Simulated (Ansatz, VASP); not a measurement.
# Two plane-wave programs on MgH2

```
Mg H
1.0
     4.43435    0.00000    0.00000
     0.00000    4.43435    0.00000
     0.00000    0.00000    2.98912
Mg H
2 4
Direct
  0.00000 0.00000 0.00000
  0.50000 0.50000 0.50000
  0.30431 0.30431 0.00000
  0.19569 0.80431 0.50000
  0.69569 0.69569 0.00000
  0.80431 0.19569 0.50000
```

Alike in both runs: functional PBE; dispersion D3(BJ); k mesh 6 × 6 × 8; occupations gaussian, width 0.02 eV; no spin polarisation.

Ansatz relaxed the structure, and its values are those at the end. VASP's run is a single point on that final structure, the one shown.

```csv
,VASP,Ansatz
version,VASP 6.6.1,Ansatz 0.2.0
potentials or method,"VASP PAW PBE potentials, release 64 (Mg, H)","scalar-relativistic, plane waves, PAW"
plane-wave cutoff (eV),520,420
valence electrons in the cell,8,24
```

Ansatz gave:

| Item | Value |
| --- | --- |
| gap on the k mesh at the Fermi level (eV) | 3.84 |
| least direct gap on the mesh (eV) | 4.68 |
| pressure (GPa) | 0.0 |

Q: Which values does VASP return?

A: gap on the k mesh at the Fermi level (eV): 3.83; least direct gap on the mesh (eV): 4.67; pressure (GPa): -0.3.

The two sets of potentials don't hold the same shells in valence.

A k mesh can miss the band edges.
